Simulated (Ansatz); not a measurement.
## Two Ansatz runs on HfC

The cell is COD entry 1539502, as deposited and not checked against the literature; nothing was relaxed.

First run: DFT, PBE, all-electron LAPW, Dirac equation with spin-orbit coupling (Ansatz 0.2.0).

Command: `ansatz run input.yaml --threads 1 --pin off --max-ram 2048MiB --backend cpu --events-out ev --progress --plain --runs-dir out` The run took 87 s on 1 thread of AMD EPYC 9R45 96-Core Processor (Zen 5), with other jobs on the host, peak memory 0.85 GiB.

```yaml
crystal:
  lattice:
    - [0.0, 2.325, 2.325]
    - [2.325, 0.0, 2.325]
    - [2.325, 2.325, 0.0]
  atoms:
    - { symbol: Hf, position: [0.5, 0.5, 0.5] }
    - { symbol: C, position: [0.0, 0.0, 0.0] }
kpoints:
  mp_grid: { grid: [15, 15, 15] }
  band_path:
    path:
      - [0.0, 0.0, 0.0]
      - [0.5, 0.0, 0.5]
      - [0.625, 0.25, 0.625]
      - [0.375, 0.375, 0.75]
      - [0.0, 0.0, 0.0]
      - [0.5, 0.5, 0.5]
      - [0.5, 0.25, 0.75]
      - [0.5, 0.0, 0.5]
    npoints: 5
scf:
  occupations: { method: fermi_dirac, width: 0.05 }
hamiltonian:
  xc: pbe
  pseudopotentials: { kind: all_electron, lapw: { basis_error: 0.001 } }
output:
  forces: true
  stress: true
  eigenvalues: true
magnetization:
  noncollinear: true
  spin_orbit: true
```

Result: converged; pressure -0.38 GPa; no gap on the k mesh; 10 SCF iterations.

The input is then changed:

```diff
@@ -8,5 +8,5 @@
     - { symbol: C, position: [0.0, 0.0, 0.0] }
 kpoints:
-  mp_grid: { grid: [15, 15, 15] }
+  mp_grid: { grid: [15, 15, 15], shift: [0.5, 0.5, 0.5] }
   band_path:
     path:
```

Q: What does the second run give?

A: It converged; energy at zero smearing -0.3 meV/atom from the first run; pressure -0.36 GPa; no gap on the k mesh; 10 SCF iterations.
